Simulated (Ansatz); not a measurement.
SrTe (Fm-3m) from a database of computed structures, relaxed with r2SCAN in the PAW code Ansatz: space group Fm-3m (No. 225), cubic; conventional cell a = 6.705 Å, 37.68 Å³ an atom. Around Sr lie 6 Te at 3.35 Å; around Te lie 6 Sr at 3.35 Å. The primitive cell holds 2 atoms in 75.37 Å³. (Simulation; no magnetic order is allowed.)

Computed values: PBE gives a gap of 1.77 eV and PBE0 (25 % exact exchange) 3.15 eV; one over PBE's mean ε∞ is 0.169. Without spin-orbit coupling PBE's valence top is a threefold level at Γ and the gap is 1.769 eV; with it the level splits into four states above two, Δ₀ = 0.865 eV apart. HSE06+SOC (4×4×4) gives a least gap of 2.19 eV and a least direct gap of 3.03 eV. r2SCAN's ε∞ is 5.32.

Task: Taking the gap as linear in the share of unscreened exchange, estimate the gap of the hybrid whose share is 1/ε∞.

Result: The slope is (3.15 − 1.77)/0.25 = 5.52 eV per unit share, so E_g ≈ 1.77 + 5.52 × 0.169 = 2.70 eV. The run with that share gives 2.69 eV (4×4×4 mesh), -0.01 eV from the straight line.

Task: If the centre of gravity stays and the conduction band doesn't move, what gap follows with spin-orbit coupling?

Result: The fourfold level rises by Δ₀/3 = 0.288 eV and the twofold one falls by 2Δ₀/3, so E_g ≈ 1.769 − 0.288 = 1.481 eV. The PBE+SOC run gives 1.493 eV, +0.012 eV from the estimate.

Task: At what wavelength does absorption set in by HSE06+SOC, excitons left aside?

Result: λ = 1239.84 eV nm/E: 566 nm for the least gap, where it needs phonons and is weak, and 409 nm for direct transitions.

Task: What refractive index and reflectivity at normal incidence follow, below the gap and above the phonons?

Result: n = √5.32 = 2.307; R = ((n − 1)/(n + 1))² = (1.307/3.307)² = 15.6 % a face.

Only the levels marked +SOC include spin-orbit coupling.

The meshes of the hybrids are coarse, so their gaps aren't converged to the digits shown.
